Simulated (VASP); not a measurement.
# Ni (Fm-3m) in VASP: further runs

Runs on Ni. Level: PBE. Tasks: single point.

All numbers are computed with VASP 6.6.1; they aren't measurements. Logs are shortened: lines on timing, memory, paths and dates and some standing lists are left out, and cuts for length are marked.

## Step 1: The structure

The structure is cubic, space group Fm-3m (No. 225). Conventional cell: a = 3.511 Å, b = 3.511 Å, c = 3.511 Å, α = 90.00°, β = 90.00°, γ = 90.00°. Ni (site symmetry m-3m) is surrounded by 12 Ni at 2.48 Å.

## Step 2: Single point, PBE

Contents of INCAR:

```
PREC = Accurate ; ENCUT = 520
EDIFF = 1E-7 ; ISMEAR = 0
SIGMA = 0.1 ; LREAL = F
LASPH = T ; NELM = 60
ALGO = Normal ; ISIF = 2
LWAVE = F ; LCHARG = F
GGA = PE ; NBANDS = 11
```

Contents of KPOINTS:

```
Automatic mesh
0
Gamma
  20 20 20
```

Contents of POSCAR:

```
Ni                                      
1.0
   -0.0000000000      1.7557115533      1.7557115533
    1.7557115533      0.0000000000      1.7557115533
    1.7557115533      1.7557115533      0.0000000000
  Ni            
     1
Direct
     0.0000000000000000    0.0000000000000000    0.0000000000000000
```

Potentials or basis: VASP PAW PBE potentials, release 64 (Ni).

Run with:

```sh
> cat potpaw_PBE.64/Ni/POTCAR > POTCAR
> mpirun -np 1 vasp_std > vasp.out
```

OUTCAR:

```text
PREC = Accurate
   ENCUT = 520
   EDIFF = 1E-7
   ISMEAR = 0
   LREAL = F
   LASPH = T
   NELM = 60
   ISIF = 2
   GGA = PE

 ion  position               nearest neighbor table
   1  0.000  0.000  0.000-

  LATTYP: Found a face centered cubic cell.
 ALAT       =     3.5114231066

  Lattice vectors:

 A1 = (   0.0000000000,   1.7557115533,   1.7557115533)
 A2 = (   1.7557115533,   0.0000000000,   1.7557115533)
 A3 = (   1.7557115533,   1.7557115533,   0.0000000000)

Analysis of symmetry for initial positions (statically):
=====================================================================
 Subroutine PRICEL returns:
 Original cell was already a primitive cell.

 Routine SETGRP: Setting up the symmetry group for a
 face centered cubic supercell.

 Subroutine GETGRP returns: Found 48 space group operations
 (whereof 48 operations were pure point group operations)
 out of a pool of 48 trial point group operations.

The static configuration has the point symmetry O_h .

Analysis of symmetry for dynamics (positions and initial velocities):
=====================================================================
 Subroutine PRICEL returns:
 Original cell was already a primitive cell.

 Routine SETGRP: Setting up the symmetry group for a
 face centered cubic supercell.

 Subroutine GETGRP returns: Found 48 space group operations
 (whereof 48 operations were pure point group operations)
 out of a pool of 48 trial point group operations.

The dynamic configuration has the point symmetry O_h .

 Subroutine INISYM returns: Found 48 space group operations
 (whereof 48 operations are pure point group operations),
 and found     1 'primitive' translations

----------------------------------------------------------------------------------------

                                     Primitive cell

  volume of cell :      10.8240

  direct lattice vectors                    reciprocal lattice vectors
     0.000000000  1.755711553  1.755711553    -0.284784821  0.284784821  0.284784821
     1.755711553  0.000000000  1.755711553     0.284784821 -0.284784821  0.284784821
     1.755711553  1.755711553  0.000000000     0.284784821  0.284784821 -0.284784821

  length of vectors
     2.482951090  2.482951090  2.482951090     0.493261779  0.493261779  0.493261779

  position of ions in fractional coordinates (direct lattice)
     0.000000000  0.000000000  0.000000000

  ion indices of the primitive-cell ions
   primitive index   ion index
                 1           1

----------------------------------------------------------------------------------------

 KPOINTS: Automatic mesh

Automatic generation of k-mesh.
 Grid dimensions read from file:
 generate k-points for:   20   20   20

 Generating k-lattice:

  Cartesian coordinates                     Fractional coordinates (reciprocal lattice)
    -0.014239241  0.014239241  0.014239241     0.050000000  0.000000000  0.000000000
     0.014239241 -0.014239241  0.014239241     0.000000000  0.050000000  0.000000000
     0.014239241  0.014239241 -0.014239241     0.000000000  0.000000000  0.050000000

  Length of vectors
     0.024663089  0.024663089  0.024663089

  Shift w.r.t. Gamma in fractional coordinates (k-lattice)
     0.000000000  0.000000000  0.000000000

 Subroutine IBZKPT returns following result:
 ===========================================

 Found    256 irreducible k-points:

 Following reciprocal coordinates:
            Coordinates               Weight
  0.000000  0.000000  0.000000      1.000000
  0.050000  0.000000  0.000000      8.000000
  0.100000  0.000000  0.000000      8.000000
  0.150000  0.000000  0.000000      8.000000
  0.200000  0.000000  0.000000      8.000000
  0.250000  0.000000  0.000000      8.000000
[... 16 lines left out ...]
 -0.400000  0.050000  0.000000     24.000000
 -0.350000  0.050000  0.000000     24.000000
 [... further k-points ...]
   k-points           NKPTS =    256   k-points in BZ     NKDIM =    256   number of bands    NBANDS=     11
   number of dos      NEDOS =    301   number of ions     NIONS =      1
   total plane-waves  NPLWV =   5832
   dimension x,y,z NGX =    18 NGY =   18 NGZ =   18
   dimension x,y,z NGXF=    36 NGYF=   36 NGZF=   36
   ions per type =               1
   NGX,Y,Z   is equivalent  to a cutoff of  12.05, 12.05, 12.05 a.u.
   NGXF,Y,Z  is equivalent  to a cutoff of  24.10, 24.10, 24.10 a.u.
 SYSTEM =  unknown system
   PREC   = accura    normal or accurate (medium, high low for compatibility)
   ISTART =      0    job   : 0-new  1-cont  2-samecut
   ICHARG =      2    charge: 1-file 2-atom 10-const
   ISPIN  =      1    spin polarized calculation?
   LNONCOLLINEAR =      F non collinear calculations
   LSORBIT =      F    spin-orbit coupling
   LASPH  =      T    aspherical Exc in radial PAW
   ENCUT  =  520.0 eV  38.22 Ry    6.18 a.u.   4.62  4.62  4.62*2*pi/ulx,y,z
   NELM   =     60;   NELMIN=  2; NELMDL= -5     # of ELM steps
   EDIFF  = 0.1E-06   stopping-criterion for ELM
   LREAL  =      F    real-space projection
   EDIFFG = 0.1E-05   stopping-criterion for IOM
   NSW    =      0    number of steps for IOM
   IBRION =     -1    ionic relax: 0-MD 1-quasi-New 2-CG
   NFREE  =      0    steps in history (QN), initial steepest desc. (CG)
   ISIF   =      2    stress and relaxation
   ISYM   =      2    0-nonsym 1-usesym 2-fastsym
   POTIM  = 0.5000    time-step for ionic-motion
   TEBEG  =    0.0;   TEEND  =   0.0 temperature during run
   PSTRESS=    0.0 pullay stress
   NELECT =      10.0000    total number of electrons
   NUPDOWN=      -1.0000    fix difference up-down
   EMIN   =  10.00;   EMAX   =-10.00  energy-range for DOS
   EFERMI =   0.00;   METHOD = LEGACY
   ISMEAR =     0;   SIGMA  =   0.10  broadening in eV -4-tet -1-fermi 0-gaus
   EFERMI_NEDOS =   21; number of points for ismear=-14 and -15
   IALGO  =     38    algorithm
   IMIX   =      4    mixing-type and parameters
     AMIX     =   0.40;   BMIX     =  1.00
     AMIX_MAG =   1.60;   BMIX_MAG =  1.00
  volume/ion in A,a.u.               =      10.82        73.04
  Fermi-wavevector in a.u.,A,eV,Ry     =   1.594453  3.013079 34.589815  2.542280
  Thomas-Fermi vector in A             =   2.692525
   LORBIT       =      0    0 simple, 1 ext, 2 COOP (PROOUT), +10 PAW based schemes
   GGA     = PE    functional components
   LHFCALC =     F    Hartree Fock is set to
   AEXX    =    0.0000 exact exchange contribution
   IVDW    =     0    specifies the selected vdW correction
   LEPSILON=     F    determine dielectric tensor
   LRPA    =     F    only Hartree local field effects (RPA)
 non-spin polarized calculation
 Gauss-broadening in eV      SIGMA  =   0.10
  energy-cutoff  :      520.00
  volume of cell :       10.82
 maximum number of plane-waves:       303
   NGX =  9   NGY =  9   NGZ =  9

 number of electron      10.0000012 magnetization

 Free energy of the ion-electron system (eV)
  ---------------------------------------------------
  ext. energy  EPLUGINS =         0.00000000
  ---------------------------------------------------
  free energy    TOTEN  =        -5.42354223 eV

  energy without entropy =       -5.40453470  energy(sigma->0) =       -5.41403847

 E-fermi :   9.2517     XC(G=0): -13.2843

 val. band max:        9.2480772007   @ k =  -0.4000   0.3500   0.1000
 cond. band min:       9.2547223476   @ k =  -0.4500   0.3000   0.0000
 fundamental gap:      0.0066451468
 Fermi energy:         9.2517272013

 k-point     1 :       0.0000    0.0000    0.0000
  band No.  band energies     occupation
      1       0.3857      2.00000
      2       7.3976      2.00000
      3       7.3976      2.00000
      4       7.3976      2.00000
      5       8.5033      2.00000
      6       8.5033      2.00000
      7      33.1346      0.00000
      8      37.1087      0.00000
      9      37.1087      0.00000
     10      37.1087      0.00000
     11      40.1283      0.00000

 k-point     2 :       0.0500    0.0000    0.0000
  band No.  band energies     occupation
      1       0.4841      2.00000
      2       7.3703      2.00000
      3       7.4204      2.00000
      4       7.4204      2.00000
      5       8.4933      2.00000
      6       8.4933      2.00000
      7      32.8605      0.00000
      8      35.7439      0.00000
      9      36.8739      0.00000
     10      36.8739      0.00000
     11      40.4746      0.00000

 k-point     3 :       0.1000    0.0000    0.0000
  band No.  band energies     occupation
      1       0.7761      2.00000
      2       7.2943      2.00000
      3       7.4813      2.00000
      4       7.4813      2.00000
      5       8.4705      2.00000
      6       8.4705      2.00000
      7      31.4698      0.00000
      8      34.4641      0.00000
      9      36.3783      0.00000
     10      36.3783      0.00000
     11      41.2394      0.00000

 k-point     4 :       0.1500    0.0000    0.0000
  band No.  band energies     occupation
      1       1.2509      2.00000
      2       7.1875      2.00000
      3       7.5566      2.00000
      4       7.5566      2.00000
      5       8.4578      2.00000
      6       8.4578      2.00000
      7      29.0838      0.00000
      8      34.0228      0.00000
      9      35.8551      0.00000
     10      35.8551      0.00000
     11      41.1757      0.00000
[... 239 lines left out ...]
 k-point    22 :      -0.4500    0.0500    0.0000
  band No.  band energies     occupation
      1       4.8524      2.00000
      2       7.3153      2.00000
      3       7.3918      2.00000
      4       8.4628      2.00000
      5       9.1981      1.55176
      6       9.8197      0.00000
      7      15.6641      0.00000
      8      31.0846      0.00000
      9      33.2755      0.00000
     10      33.9546      0.00000
     11      37.6446      0.00000

 k-point    23 :      -0.4000    0.0500    0.0000
  band No.  band energies     occupation
      1       4.7111      2.00000
      2       7.3581      2.00000
      3       7.4237      2.00000
      4       8.0282      2.00000
      5       9.0783      1.98580
      6       9.4998      0.00045
      7      16.9247      0.00000
      8      31.0845      0.00000
      9      33.3042      0.00000
     10      34.6809      0.00000
     11      37.4269      0.00000

 k-point    24 :      -0.3500    0.0500    0.0000
  band No.  band energies     occupation
      1       4.3624      2.00000
      2       7.4220      2.00000
      3       7.4614      2.00000
      4       7.4823      2.00000
      5       8.9055      2.00000
      6       9.2369      1.16649
      7      18.7581      0.00000
      8      31.1755      0.00000
      9      33.5725      0.00000
     10      35.5160      0.00000
     11      37.4478      0.00000

 [... further k-points ...]

------------------------ aborting loop because EDIFF is reached ----------------------------------------

  FORCE on cell =-STRESS in cart. coord.  units (eV):
  Direction    XX          YY          ZZ          XY          YZ          ZX
  --------------------------------------------------------------------------------------
  -------------------------------------------------------------------------------------
  Total        0.0003863      0.0003863      0.0003863      0.0000000     -0.0000000      0.0000000
  in kB        0.0571855      0.0571855      0.0571855      0.0000000     -0.0000000      0.0000000
  external PRESSURE =       0.0571855 kB  Pullay stress =       0.0000000 kB

 VOLUME and BASIS-vectors are now :
 -----------------------------------------------------------------------------
  energy-cutoff  :      520.00
  volume of cell :       10.82
      direct lattice vectors                 reciprocal lattice vectors
     0.000000000  1.755711553  1.755711553    -0.284784821  0.284784821  0.284784821
     1.755711553  0.000000000  1.755711553     0.284784821 -0.284784821  0.284784821
     1.755711553  1.755711553  0.000000000     0.284784821  0.284784821 -0.284784821

 POSITION                                       TOTAL-FORCE (eV/Angst)
 -----------------------------------------------------------------------------------
      0.00000      0.00000      0.00000         0.000000      0.000000     -0.000000
 -----------------------------------------------------------------------------------
    total drift:                                0.000000     -0.000000     -0.000000

  FREE ENERGIE OF THE ION-ELECTRON SYSTEM (eV)
  ---------------------------------------------------
  free  energy   TOTEN  =        -5.4235422338 eV

  energy  without entropy=       -5.4045346975  energy(sigma->0) =       -5.41403847
```

It took 28 s on 1 thread of Intel Xeon Platinum 8259CL at 2.50GHz (Skylake/Cascade Lake), shared host; peak memory 0.14 GiB.

Results:

* Free energy: -5.4235 eV
* Pressure: 0.0 GPa
* Band gap on the k mesh: none (metal or under the smearing width)

Levels at points of the mesh, in eV from the Fermi level:
```tsv
k point	band 1	band 2	band 3	band 4	band 5	band 6	band 7	band 8	band 9	band 10
(0.00, 0.00, 0.00)	-8.87	-1.85	-1.85	-1.85	-0.75	-0.75	23.88	27.86	27.86	27.86
(0.50, 0.00, 0.00)	-4.44	-1.90	-1.90	-0.14	-0.01	-0.01	6.12	22.38	25.01	25.01
(0.50, 0.50, 0.00)	-4.29	-3.70	-0.02	0.18	0.18	2.63	9.59	15.08	15.08	20.08
```

Caveat: the run has no spin polarisation, though such a crystal can be magnetic. Spin polarisation is off, so any magnetic state and its effect on volume and gap are missing.

## Step 3: Single point, PBE (a relaxed cell with its volume scaled by 0.97)

INCAR is that of step 2.

KPOINTS is that of step 2.

Contents of POSCAR:

```
Ni                                      
1.0
   -0.0000000000      1.7379758806      1.7379758806
    1.7379758806      0.0000000000      1.7379758806
    1.7379758806      1.7379758806      0.0000000000
  Ni            
     1
Direct
     0.0000000000000000    0.0000000000000000    0.0000000000000000
```

Potentials or basis: VASP PAW PBE potentials, release 64 (Ni).

Run with:

```sh
> cat potpaw_PBE.64/Ni/POTCAR > POTCAR
> mpirun -np 1 vasp_std > vasp.out
```

It took 31 s on 1 thread of Intel Xeon Platinum 8259CL at 2.50GHz (Skylake/Cascade Lake), shared host; peak memory 0.14 GiB.

Results (log left out):

- Free energy: -5.4171 eV
- Pressure: 6.6 GPa
- Band gap on the k mesh: none (metal or under the smearing width)

Levels at points of the mesh, in eV from the Fermi level:
```
           k point  band 1  band 2  band 3  band 4  band 5  band 6  band 7  band 8  band 9  band 10
(0.00, 0.00, 0.00)   -9.08   -1.94   -1.94   -1.94   -0.78   -0.78   24.14   28.35   28.35    28.35
(0.50, 0.00, 0.00)   -4.61   -1.99   -1.99   -0.20   -0.01   -0.01    6.33   22.62   25.54    25.54
(0.50, 0.50, 0.00)   -4.49   -3.87   -0.02    0.19    0.19    2.64    9.86   15.36   15.36    20.47
```

Caveat: the run has no spin polarisation, though such a crystal can be magnetic.

(Part 1 of 2 ends here.)
